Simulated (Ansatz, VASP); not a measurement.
# Cross-check of GaP between VASP and Ansatz, part 2 of 2

Wanted: the spread between two codes on one cell, functional and k mesh. The cell is taken from a series of runs on this material, whose earlier steps may have relaxed, scaled, displaced or heated it; both programs get it as it stands.

VASP 6.6.1 and Ansatz 0.2.0.

So far: Starting point; Ansatz: zone-centre phonons, LDA.

## Step 3: VASP: zone-centre phonons, LDA

Level of this step: LDA; plane waves and PAW (P, Ga_d) (VASP).

The same cell, functional (in two slightly different forms) and mesh now go to VASP, with its own data sets.

Lines of VASP's logs that name or quote its potential files are left out, and so is its time.

File INCAR:

```
SYSTEM = GaP
PREC = Accurate
ENCUT = 500
EDIFF = 1E-08
NELM = 120
ISMEAR = 0
SIGMA = 0.01
LREAL = .FALSE.
ALGO = Normal
GGA = CA
NBANDS = 15
LORBIT = 11
LWAVE = .FALSE.
LCHARG = .FALSE.
ISIF = 2
IBRION = 8
LEPSILON = .TRUE.
LASPH = .TRUE.
GGA_COMPAT = .FALSE.
EFERMI = MIDGAP
KPAR = 2
```

File POSCAR:

```
GaP
1.0
    0.0000000000      2.7220781877      2.6148345210
    2.7220781877      0.0000000000      2.6148345210
    2.7220781877      2.7220781877      0.0000000000
P Ga
1 1
Direct
    0.7500000000      0.7500000000      0.7500000000
    0.0000000000      0.0000000000      0.0000000000
```

File KPOINTS:

```
Automatic mesh
0
Gamma
12 12 12
0 0 0
```

PAW data sets: P and Ga_d (LDA family, release 64).

The run is started by

```sh
$ mpirun -np 2 vasp_std
```

Numbers of over 12 decimals in the logs are rounded to 6 here.

Log:

```text
[banner, memory and clock lines left out]
running    2 mpi-ranks, on    1 nodes
 distrk:  each k-point on    1 cores,    2 groups
 distr:  one band on    1 cores,    1 groups

 POSCAR found type information on POSCAR P Ga
 POSCAR found :  2 types and       2 ions
 LDA part: xc-table for (Slater(with rela. corr.)+CA(PZ))
 , standard interpolation
 POSCAR, INCAR and KPOINTS ok, starting setup
 FFT: planning ... GRIDC
 FFT: planning ... GRID_SOFT
 FFT: planning ... GRID
 WAVECAR not read
 entering main loop
       N       E                     dE             d eps       ncg     rms          rms(c)
DAV:   1     0.769585232175E+02    0.76959E+02   -0.89538E+03  5106   0.171E+03
DAV:   2    -0.484698611170E+01   -0.81806E+02   -0.78028E+02  5604   0.311E+02
DAV:   3    -0.106867755337E+02   -0.58398E+01   -0.58170E+01  6115   0.673E+01
DAV:   4    -0.107788938341E+02   -0.92118E-01   -0.92094E-01  6090   0.913E+00
DAV:   5    -0.107807839652E+02   -0.18901E-02   -0.18899E-02  6390   0.114E+00    0.455E+00
DAV:   6    -0.104983707015E+02    0.28241E+00   -0.39079E-01  7618   0.115E+01    0.294E+00
DAV:   7    -0.104466833827E+02    0.51687E-01   -0.96089E-02  6420   0.230E+00    0.108E+00
DAV:   8    -0.104420688262E+02    0.46146E-02   -0.12460E-02  6208   0.130E+00    0.219E-01
DAV:   9    -0.104420283878E+02    0.40438E-04   -0.10609E-03  7273   0.422E-01    0.628E-02
DAV:  10    -0.104420240637E+02    0.43241E-05   -0.53368E-05  7457   0.924E-02    0.242E-02
DAV:  11    -0.104420299838E+02   -0.59201E-05   -0.91491E-06  6301   0.445E-02    0.787E-03
DAV:  12    -0.104420297703E+02    0.21354E-06   -0.52145E-07  6363   0.806E-03    0.516E-03
DAV:  13    -0.104420297455E+02    0.24786E-07   -0.20499E-07  6435   0.464E-03    0.925E-04
DAV:  14    -0.104420297446E+02    0.92496E-09   -0.99140E-09  4283   0.121E-03
   1 F= -.10442030E+02 E0= -.10442030E+02  d E =0.000000E+00
 Linear response reoptimize wavefunctions to high precision
DAV:   1    -0.104420297447E+02   -0.13870E-09   -0.18449E-09  5158   0.418E-04
DAV:   2    -0.104420297447E+02   -0.13188E-10   -0.20477E-10  3222   0.132E-04
 Linear response G [H, r] |phi>, progress :
  Direction:   1
       N       E                     dE             d eps       ncg     rms
RMM:   1    -0.399751176548E+02   -0.39975E+02    0.16415E+02  5675   0.241E+02
RMM:   2    -0.478247910395E+02   -0.78497E+01   -0.20446E+01 10142   0.355E+01
RMM:   3    -0.486768337265E+02   -0.85204E+00   -0.18292E+00 10190   0.860E+00
RMM:   4    -0.487087875360E+02   -0.31954E-01   -0.16207E-01 10597   0.227E+00
RMM:   5    -0.487049849745E+02    0.38026E-02   -0.33903E-03 10703   0.582E-01
RMM:   6    -0.487057391175E+02   -0.75414E-03   -0.23703E-03 10785   0.198E-01
RMM:   7    -0.487055642075E+02    0.17491E-03    0.25654E-04 10933   0.734E-02
RMM:   8    -0.487056170150E+02   -0.52807E-04   -0.11026E-04 10958   0.305E-02
RMM:   9    -0.487056092134E+02    0.78016E-05   -0.42207E-07 10963   0.133E-02
RMM:  10    -0.487056096517E+02   -0.43831E-06    0.19261E-06 10776   0.663E-03
RMM:  11    -0.487056099543E+02   -0.30257E-06    0.12847E-06  9710   0.369E-03
RMM:  12    -0.487056066479E+02    0.33064E-05    0.32651E-05  8526   0.237E-03
RMM:  13    -0.487056107512E+02   -0.41032E-05   -0.57502E-06  7196   0.179E-03
RMM:  14    -0.487056108165E+02   -0.65309E-07   -0.72923E-06  6243   0.155E-03
RMM:  15    -0.487056087127E+02    0.21038E-05    0.13744E-05  5815   0.143E-03
RMM:  16    -0.487056090171E+02   -0.30442E-06    0.11225E-05  5600   0.138E-03
RMM:  17    -0.487056078966E+02    0.11205E-05    0.21497E-05  5434   0.135E-03
RMM:  18    -0.487056084739E+02   -0.57730E-06    0.16711E-05  5211   0.134E-03
 Linear response G [H, r] |phi>, progress :
  Direction:   2
       N       E                     dE             d eps       ncg     rms
RMM:   1    -0.378366105161E+02   -0.37837E+02    0.16283E+02  5700   0.237E+02
RMM:   2    -0.432485210997E+02   -0.54119E+01   -0.18329E+01 10081   0.342E+01
RMM:   3    -0.441523174412E+02   -0.90380E+00   -0.16546E+00 10116   0.848E+00
RMM:   4    -0.441907637462E+02   -0.38446E-01   -0.16741E-01 10591   0.231E+00
RMM:   5    -0.441878843689E+02    0.28794E-02   -0.65294E-03 10679   0.602E-01
RMM:   6    -0.441884909970E+02   -0.60663E-03   -0.25241E-03 10853   0.202E-01
RMM:   7    -0.441883413447E+02    0.14965E-03    0.24864E-05 10919   0.759E-02
RMM:   8    -0.441883787381E+02   -0.37393E-04   -0.12991E-04 10986   0.319E-02
RMM:   9    -0.441883756068E+02    0.31313E-05   -0.52868E-05 10961   0.143E-02
RMM:  10    -0.441883770304E+02   -0.14236E-05   -0.54933E-05 10824   0.701E-03
RMM:  11    -0.441883759048E+02    0.11257E-05   -0.40242E-05  9790   0.368E-03
RMM:  12    -0.441883749398E+02    0.96498E-06   -0.30153E-05  8530   0.222E-03
RMM:  13    -0.441883761573E+02   -0.12175E-05   -0.42396E-05  7084   0.151E-03
RMM:  14    -0.441883753163E+02    0.84104E-06   -0.32362E-05  6175   0.122E-03
[...]
RMM:   7    -0.110468341238E+01   -0.31409E-05   -0.24454E-05 29676   0.316E-02    0.211E-03
RMM:   8    -0.110483364078E+01   -0.15023E-03   -0.84373E-06 30828   0.103E-02    0.832E-04
RMM:   9    -0.110480851484E+01    0.25126E-04    0.62328E-07 30391   0.390E-03    0.295E-04
RMM:  10    -0.110480711123E+01    0.14036E-05   -0.14527E-07 30125   0.150E-03    0.997E-05
[...]
RMM:   9    -0.106258949351E+01    0.20823E-04   -0.49820E-07 17910   0.362E-03    0.292E-04
RMM:  10    -0.106258876385E+01    0.72966E-06   -0.15160E-07 17753   0.138E-03    0.109E-04
RMM:  11    -0.106258533203E+01    0.34318E-05   -0.28934E-08 16952   0.600E-04    0.689E-05
RMM:  12    -0.106258445433E+01    0.87770E-06   -0.40390E-09 13182   0.239E-04    0.238E-05
RMM:  13    -0.106258418074E+01    0.27359E-06   -0.21522E-09  7489   0.110E-04    0.579E-06
 change of polarisation eV/A/(eV/A) component  3 :     0.770     0.191     2.014
 dielectric tensor                  component  3 :     3.595     0.892    10.404
 Linear response DOF=           4
 Linear response progress:
  Degree of freedom:   1/  4
       N       E                     dE             d eps       ncg     rms          rms(c)
RMM:   1    -0.508201502213E-01   -0.50820E-01    0.72048E-03 33732   0.185E+00
RMM:   2    -0.474498837277E-01    0.33703E-02   -0.61488E-03 26008   0.556E-01    0.125E-01
RMM:   3    -0.475176214093E-01   -0.67738E-04   -0.51597E-04 28848   0.178E-01    0.608E-02
RMM:   4    -0.477965708203E-01   -0.27895E-03   -0.77917E-05 28171   0.671E-02    0.116E-02
RMM:   5    -0.478094932707E-01   -0.12922E-04   -0.85931E-06 30231   0.228E-02    0.692E-03
RMM:   6    -0.477931417164E-01    0.16352E-04   -0.14803E-06 28265   0.801E-03    0.408E-03
RMM:   7    -0.477934881351E-01   -0.34642E-06   -0.24383E-07 29841   0.311E-03    0.595E-04
RMM:   8    -0.477912461685E-01    0.22420E-05   -0.47851E-08 28873   0.103E-03    0.157E-04
RMM:   9    -0.477909352321E-01    0.31094E-06   -0.29488E-08 29920   0.328E-04    0.208E-05
RMM:  10    -0.477910003332E-01   -0.65101E-07   -0.22527E-08 29063   0.115E-04    0.406E-06
RMM:  11    -0.477909901203E-01    0.10213E-07   -0.23600E-08 29809   0.455E-05    0.652E-06
RMM:  12    -0.477909971030E-01   -0.69827E-08   -0.23514E-08 27509   0.216E-05    0.259E-07
 first order change of Fermi-energy   0.69712E-04
 force on displaced ion       1 direction 1 : -10.785  -0.000  -0.000
 Born effective charge ion    1 direction 1 :  -2.118   0.000   0.000
 Linear response progress:
  Degree of freedom:   2/  4
       N       E                     dE             d eps       ncg     rms          rms(c)
RMM:   1    -0.503353083464E-01   -0.50335E-01    0.65603E-03 19328   0.182E+00
RMM:   2    -0.471586274745E-01    0.31767E-02   -0.60316E-03 15232   0.543E-01    0.120E-01
RMM:   3    -0.471900276940E-01   -0.31400E-04   -0.51175E-04 16833   0.175E-01    0.583E-02
RMM:   4    -0.474456641414E-01   -0.25564E-03   -0.71478E-05 16550   0.649E-02    0.113E-02
RMM:   5    -0.474604339683E-01   -0.14770E-04   -0.79154E-06 17676   0.219E-02    0.695E-03
RMM:   6    -0.474443841653E-01    0.16050E-04   -0.14255E-06 16631   0.784E-03    0.373E-03
RMM:   7    -0.474451995674E-01   -0.81540E-06   -0.22237E-07 17452   0.303E-03    0.845E-04
RMM:   8    -0.474432870493E-01    0.19125E-05   -0.31680E-08 17096   0.104E-03    0.127E-04
RMM:   9    -0.474430051558E-01    0.28189E-06   -0.35506E-09 17500   0.321E-04    0.192E-05
RMM:  10    -0.474430293843E-01   -0.24228E-07   -0.11681E-09 17083   0.109E-04    0.626E-06
RMM:  11    -0.474430325926E-01   -0.32083E-08   -0.40743E-10 17532   0.434E-05    0.444E-06
 first order change of Fermi-energy   0.63266E-03
 force on displaced ion       1 direction 3 :   0.000   0.000 -10.630
 Born effective charge ion    1 direction 3 :   0.000   0.000  -1.946
 Linear response progress:
  Degree of freedom:   3/  4
       N       E                     dE             d eps       ncg     rms          rms(c)
RMM:   1    -0.167289476335E+00   -0.16729E+00    0.11307E-01 17989   0.867E+00
RMM:   2    -0.165132002430E+00    0.21575E-02   -0.26580E-02 27797   0.144E+00    0.579E-02
RMM:   3    -0.165515586445E+00   -0.38358E-03   -0.37421E-03 28993   0.422E-01    0.432E-02
RMM:   4    -0.165386579576E+00    0.12901E-03   -0.12863E-03 30516   0.163E-01    0.135E-02
RMM:   5    -0.165368586988E+00    0.17993E-04   -0.41603E-05 30422   0.404E-02    0.537E-03
RMM:   6    -0.165373562802E+00   -0.49758E-05   -0.58447E-06 29785   0.143E-02    0.829E-04
RMM:   7    -0.165373194905E+00    0.36790E-06   -0.70367E-07 30068   0.575E-03    0.119E-04
RMM:   8    -0.165372237760E+00    0.95714E-06   -0.60137E-07 30517   0.242E-03    0.408E-05
RMM:   9    -0.165372067296E+00    0.17046E-06   -0.27391E-08 30670   0.101E-03    0.253E-05
RMM:  10    -0.165371981524E+00    0.85772E-07   -0.89769E-08 30502   0.450E-04    0.115E-05
RMM:  11    -0.165371970476E+00    0.11047E-07   -0.52707E-08 30758   0.207E-04    0.409E-06
RMM:  12    -0.165371937768E+00    0.32708E-07    0.12500E-08 30543   0.100E-04    0.121E-06
RMM:  13    -0.165371931473E+00    0.62956E-08   -0.19269E-09 30650   0.529E-05    0.435E-07
 first order change of Fermi-energy   0.17289E-04
 force on displaced ion       2 direction 1 : -10.795  -0.000   0.000
 Born effective charge ion    2 direction 1 :   2.106   0.000   0.000
 Linear response progress:
  Degree of freedom:   4/  4
       N       E                     dE             d eps       ncg     rms          rms(c)
RMM:   1    -0.166750095854E+00   -0.16675E+00    0.14196E-01 10566   0.879E+00
RMM:   2    -0.164884522113E+00    0.18656E-02   -0.26779E-02 15993   0.143E+00    0.560E-02
RMM:   3    -0.165256467952E+00   -0.37195E-03   -0.45473E-03 17056   0.437E-01    0.428E-02
RMM:   4    -0.165115850086E+00    0.14062E-03   -0.44261E-04 17751   0.124E-01    0.152E-02
RMM:   5    -0.165084528403E+00    0.31322E-04   -0.26060E-05 17891   0.359E-02    0.291E-03
RMM:   6    -0.165088685189E+00   -0.41568E-05   -0.31969E-06 17636   0.128E-02    0.755E-04
RMM:   7    -0.165089084701E+00   -0.39951E-06   -0.37099E-07 17785   0.496E-03    0.140E-04
RMM:   8    -0.165088132097E+00    0.95260E-06   -0.66669E-08 17757   0.211E-03    0.357E-05
RMM:   9    -0.165088012627E+00    0.11947E-06   -0.74362E-08 17847   0.913E-04    0.217E-05
RMM:  10    -0.165087866991E+00    0.14564E-06   -0.16831E-08 17868   0.417E-04    0.767E-06
RMM:  11    -0.165087918784E+00   -0.51793E-07   -0.30523E-09 17827   0.198E-04    0.562E-06
RMM:  12    -0.165087883113E+00    0.35671E-07   -0.34786E-09 17985   0.964E-05    0.193E-06
RMM:  13    -0.165087878822E+00    0.42908E-08   -0.19123E-09 18040   0.493E-05    0.102E-06
 first order change of Fermi-energy   0.68406E-04
 force on displaced ion       2 direction 3 :  -0.000  -0.000 -10.633
 Born effective charge ion    2 direction 3 :   0.000   0.000   1.933
 Born effective charges drift removed
 Linear response finished
```

From OUTCAR (step 3):

```text
ion  position               nearest neighbor table
   1  0.750  0.750  0.750-   2 2.33   2 2.33   2 2.33   2 2.33
   2  0.000  0.000  0.000-   1 2.33   1 2.33   1 2.33   1 2.33

  LATTYP: Found a body centered tetragonal cell.
 ALAT       =     3.8495998909
 C/A-ratio  =     1.3584967763

 Subroutine GETGRP returns: Found  8 space group operations
 (whereof  8 operations were pure point group operations)

The static configuration has the point symmetry D_2d.

 Found    163 irreducible k-points:

   k-points           NKPTS =    163   k-points in BZ     NKDIM =    163   number of bands    NBANDS=     15

   dimension x,y,z NGX =    28 NGY =   28 NGZ =   28
   dimension x,y,z NGXF=    56 NGYF=   56 NGZF=   56

   ENCUT  =  500.0 eV  36.75 Ry    6.06 a.u.   6.88  6.88  7.02*2*pi/ulx,y,z

   NELECT =      18.0000    total number of electrons

 k-points in reciprocal lattice and weights: Automatic mesh
   0.00000000  0.00000000  0.00000000       0.001
   0.08333333  0.00000000  0.00000000       0.005
   0.16666667  0.00000000  0.00000000       0.005
   0.25000000 -0.00000000  0.00000000       0.005
   0.33333333  0.00000000  0.00000000       0.005
   0.41666667  0.00000000  0.00000000       0.005
   0.50000000 -0.00000000  0.00000000       0.002
   0.08333333  0.08333333  0.00000000       0.001
   0.16666667  0.08333333  0.00000000       0.005
[...]
-0.33333333  0.16666667  0.50000000       0.002
  -0.25000000  0.25000000  0.50000000       0.001

 average (electrostatic) potential at core
       1 -84.2009       2 -66.1625

  Total        0.0262893      0.0262893      0.7300211      0.0000000      0.0000000      0.0000000
  in kB        1.0869612      1.0869612     30.1835690      0.0000000      0.0000000      0.0000000
  external PRESSURE =      10.7858305 kB  Pullay stress =       0.0000000 kB

  energy-cutoff  :      500.00
  volume of cell :       38.75
      direct lattice vectors                 reciprocal lattice vectors
     0.000000000  2.722078188  2.614834521    -0.183683188  0.183683188  0.191216689
     2.722078188  0.000000000  2.614834521     0.183683188 -0.183683188  0.191216689
     2.722078188  2.722078188  0.000000000     0.183683188  0.183683188 -0.191216689

 POSITION                                       TOTAL-FORCE (eV/Angst)
 -----------------------------------------------------------------------------------
      4.08312      4.08312      3.92225         0.000000      0.000000     -0.000000
      0.00000      0.00000      0.00000        -0.000000     -0.000000      0.000000
 -----------------------------------------------------------------------------------
    total drift:                               -0.000001     -0.000001      0.000000

 MACROSCOPIC STATIC DIELECTRIC TENSOR (including local field effects in DFT)
 ------------------------------------------------------
          10.783555     0.000000     0.000000
           0.000000    10.783555    -0.000000
           0.000000     0.000000    10.403645
 ------------------------------------------------------

 PIEZOELECTRIC TENSOR (including local field effects)  for field in x, y, z        (C/m^2)
          XX          YY          ZZ          XY          YZ          ZX
  --------------------------------------------------------------------------------
  x     0.00000     0.00000     0.00000     0.00000     0.74506     0.00000
  y     0.00000     0.00000     0.00000     0.00000     0.00000     0.74506
  z     0.00000     0.00000     0.00000     0.80737     0.00000     0.00000

 BORN EFFECTIVE CHARGES (including local field effects) (in |e|, cummulative output)
 ---------------------------------------------------------------------------------
 ion    1
    1    -2.11343     0.00000     0.00000
    2     0.00000    -2.11343     0.00000
    3     0.00000     0.00000    -1.93946
 ion    2
    1     2.11343     0.00000     0.00000
    2     0.00000     2.11343     0.00000
    3     0.00000     0.00000     1.93946

 Eigenvectors and eigenvalues of the dynamical matrix
 ----------------------------------------------------

   1 f  =   11.087771 THz    69.666522 2PiTHz  369.848242 cm-1    45.855317 meV
             X         Y         Z           dx          dy          dz
      4.083117  4.083117  3.922252     0.414769    0.721228    0.000000
      0.000000  0.000000  0.000000    -0.276581   -0.480937   -0.000000

   2 f  =   11.087771 THz    69.666522 2PiTHz  369.848242 cm-1    45.855317 meV
             X         Y         Z           dx          dy          dz
      4.083117  4.083117  3.922252    -0.721228    0.414769    0.000000
      0.000000  0.000000  0.000000     0.480937   -0.276581   -0.000000

   3 f  =   11.006610 THz    69.156571 2PiTHz  367.140992 cm-1    45.519661 meV
             X         Y         Z           dx          dy          dz
      4.083117  4.083117  3.922252     0.000000   -0.000000    0.832077
      0.000000  0.000000  0.000000     0.000000    0.000000   -0.554660

   4 f/i=    0.000616 THz     0.003871 2PiTHz    0.020552 cm-1     0.002548 meV
             X         Y         Z           dx          dy          dz
      4.083117  4.083117  3.922252    -0.000000    0.000000    0.554660
      0.000000  0.000000  0.000000    -0.000000    0.000000    0.832077

   5 f/i=    0.002414 THz     0.015165 2PiTHz    0.080507 cm-1     0.009982 meV
             X         Y         Z           dx          dy          dz
      4.083117  4.083117  3.922252    -0.225383   -0.506951    0.000000
      0.000000  0.000000  0.000000    -0.337991   -0.760240    0.000000

   6 f/i=    0.002414 THz     0.015165 2PiTHz    0.080507 cm-1     0.009982 meV
             X         Y         Z           dx          dy          dz
      4.083117  4.083117  3.922252    -0.506951    0.225383   -0.000000
      0.000000  0.000000  0.000000    -0.760240    0.337991   -0.000000

 MACROSCOPIC STATIC DIELECTRIC TENSOR IONIC CONTRIBUTION
 ------------------------------------------------------
           1.933049     0.000000    -0.000000
           0.000000     1.933049     0.000000
          -0.000000     0.000000     1.652221
 ------------------------------------------------------

 ELASTIC MODULI CONTR FROM IONIC RELAXATION (kBar)
 Direction    XX          YY          ZZ          XY          YZ          ZX
 --------------------------------------------------------------------------------
 XX           0.0000      0.0000      0.0000      0.0000      0.0000      0.0000
 YY           0.0000      0.0000      0.0000      0.0000      0.0000      0.0000
 ZZ           0.0000      0.0000      0.0000      0.0000      0.0000      0.0000
 XY           0.0000      0.0000      0.0000   -265.6988      0.0000     -0.0000
 YZ           0.0000      0.0000      0.0000      0.0000   -262.8569     -0.0000
 ZX           0.0000      0.0000      0.0000     -0.0000     -0.0000   -239.4643
 --------------------------------------------------------------------------------

 PIEZOELECTRIC TENSOR IONIC CONTR  for field in x, y, z        (C/m^2)
          XX          YY          ZZ          XY          YZ          ZX
  --------------------------------------------------------------------------------
  x     0.00000     0.00000     0.00000     0.00000    -0.67074    -0.00000
  y     0.00000     0.00000     0.00000    -0.00000    -0.00000    -0.64020
  z     0.00000     0.00000     0.00000    -0.62345     0.00000    -0.00000
```

The dielectric response converges more slowly with the mesh than energies do, so tensor and charges may still move on a finer one.

## Step 4: Side by side

Known differences besides the potentials themselves: the two LDA forms differ slightly; fixed occupations in Ansatz, narrow Gaussian smearing in VASP; VASP's response is taken on the typed mesh, Ansatz refines its own for the field response alone; the cutoff is 420 eV in Ansatz and 500 eV in VASP; VASP's log shows a relativistic correction to its local exchange, Ansatz's none. Total energies have different zeros and are not compared.

Both answers:

```csv
quantity,Ansatz,VASP,difference
ε∞ xx,10.75,10.78,-0.30 %
ε∞ yy,10.75,10.78,-0.30 %
ε∞ zz,10.34,10.40,-0.59 %
Born charge of P1 (mean of the diagonal) (e),-2.03,-2.06,+0.02
Born charge of Ga2 (mean of the diagonal) (e),2.03,2.06,-0.02
optical mode 1 (cm⁻¹),367.3,367.1,+0.04 %
optical mode 2 to 3 (cm⁻¹),370.0,369.8,+0.04 %
```

Modes are paired by rising frequency, not by their patterns, so a pair may set unlike modes beside each other; they are those without the splitting of longitudinal modes.

## Step 5: Results

```json
{"r.m.s. difference of the optical zone-centre modes, each program's sorted by frequency (zone-centre phonons, LDA)": "0.16 cm⁻¹", "difference in ε∞ zz (zone-centre phonons, LDA)": "-0.6 %"}
```

What this shows: The r.m.s. difference of the optical zone-centre modes, each program's sorted by frequency is 0.16 cm⁻¹ (zone-centre phonons, LDA). Among the rows given in per cent, the largest difference of the zone-centre phonons, LDA pair is in ε∞ zz, -0.6 %. Such differences can come from data sets, numerical settings and the points named under the comparisons, not from the functional's error against experiment.

[Lines on the potential files, build, host, timing and source positions are cut from VASP's logs without a mark.]

[Logs are printed without paths, hosts, clocks, repeated set-up lines and the standing remarks that a program may print on its own settings, such as how far it seeks lower states.]

[Hosts, paths, dates, database ids (printed as entryN), source tags and the programs' standing remarks are cut or masked in the printed files.]
